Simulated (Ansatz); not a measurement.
# PbO (antiNiAs structure)

Method: PBE, scalar-relativistic; no spin polarisation; PAW, 420 eV, 10×10×6 k-mesh, Gaussian smearing of 0.05 eV; code Ansatz; PAW files: Ansatz's generated set soft_2.

```yaml
crystal:
  lattice:
    - [3.61816, 0.00000, 0.00000]
    - [-1.80908, 3.13342, 0.00000]
    - [0.00000, 0.00000, 6.35155]
  atoms:
    - { symbol: Pb, position: [0.33333, 0.66667, 0.25000] }
    - { symbol: Pb, position: [0.66667, 0.33333, 0.75000] }
    - { symbol: O, position: [0.00000, 0.00000, 0.00000] }
    - { symbol: O, position: [0.00000, 0.00000, 0.50000] }
```

The start was a prototype's sites filled with these elements. The Crystallography Open Database lists the compound in space groups Pbcm, P4/nmm, so this is a trial structure.

Cell and atoms are those of this level's equilibrium.

Elastic constants come from the stress of slightly strained cells with relaxed atoms, in GPa, Voigt order xx, yy, zz, yz, xz, xy in the Cartesian frame of the vectors above.

```
 88.6  94.4  56.1   0.0   0.0   0.0
 94.4  88.6  56.1   0.0   0.0   0.0
 56.1  56.1 174.6   0.0   0.0   0.0
  0.0   0.0   0.0  21.8   0.0   0.0
  0.0   0.0   0.0   0.0  21.8   0.0
  0.0   0.0   0.0   0.0   0.0  -2.9
```

**Question.** Is the crystal mechanically stable, and what are its polycrystalline moduli?

**Answer.** Unstable: the tensor has an eigenvalue of -5.9 GPa, so some strain lowers the energy and averaged moduli mean nothing. This holds for the static lattice at 0 K; thermal motion can hold such a phase at higher temperature.

Run time: 78 s on 2 threads of Arm Neoverse V2, with other jobs on the host, peak memory 0.54 GiB.

Spin–orbit coupling, which matters for such heavy elements, is left out. For this crystal the k-mesh misses a band edge: under PBE at the relaxed cell a band path gives a gap of zero (metallic) where the mesh alone gives 0.18 eV, so gaps on the mesh are upper bounds.
